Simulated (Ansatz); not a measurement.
Method: PBE, scalar-relativistic; no spin polarisation; PAW, 420 eV, Γ-centred 12×12×8 mesh, 0.05 eV Gaussian smearing; code Ansatz. The datasets are Ansatz's generated set soft_2.

A compound XO has these computed properties.

```json
{
 "Space group": "P6_3mc (No. 186)",
 "Conventional cell": "a = 3.279 Å, b = 3.279 Å, c = 5.293 Å, α = 90.00°, β = 90.00°, γ = 120.00°",
 "Volume": "12.33 Å³/atom",
 "Band gap": "0.74 eV",
 "Smallest direct gap": "0.74 eV",
 "Bader charges": "X 1.21; O -1.21 e",
 "Formation energy from the elements (0 K, uncorrected)": "-1.42 eV/atom",
 "Bulk modulus (Birch–Murnaghan)": "129 GPa",
 "Pressure derivative B0′": "4.4"
}
```

Sites: X on 2b, O on 2b.

Task: Which element is X?
A. Ni
B. Ga
C. Zn
D. Cu

Result: C. X is Zn, so the compound is ZnO.

The chain of runs began from a measured cell (COD), expanded in volume.

Kohn–Sham gaps of semilocal functionals lie under measured ones, often by a third or more. The relaxed cell is 4 % larger in volume than the cell of this structure in the Crystallography Open Database (11.90 Å³/atom, 2014).
